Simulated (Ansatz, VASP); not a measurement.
## GaAs in VASP and in Ansatz

```xyz
2
Lattice="0.0000 2.8381 2.8381 2.8381 0.0000 2.8381 2.8381 2.8381 0.0000" Properties=species:S:1:pos:R:3 pbc="T T T"
Ga    0.0000    0.0000    0.0000
As    4.2572    4.2572    4.2572
```

Alike in both runs: functional PBE; dispersion D3(BJ); k mesh 12 × 12 × 12; occupations gaussian, width 0.02 eV; no spin polarisation.

Ansatz relaxed the structure, and its values are those at the end. VASP's run is a single point on that final structure, the one shown.

|  | VASP | Ansatz |
| --- | --- | --- |
| version | VASP 6.6.1 | Ansatz 0.2.0 |
| potentials or method | VASP PAW PBE potentials, release 64 (Ga_d, As) | scalar-relativistic, plane waves, PAW |
| plane-wave cutoff (eV) | 520 | 420 |
| valence electrons in the cell | 18 | 28 |

```tsv
	VASP	Ansatz	Ansatz less VASP
gap on the k mesh at the Fermi level (eV)	0.43	0.43	-0.001
least direct gap on the mesh (eV)	0.43	0.43	-0.001
pressure (GPa)	0.2	0.0	-0.17
```

The two sets of potentials don't hold the same shells in valence.
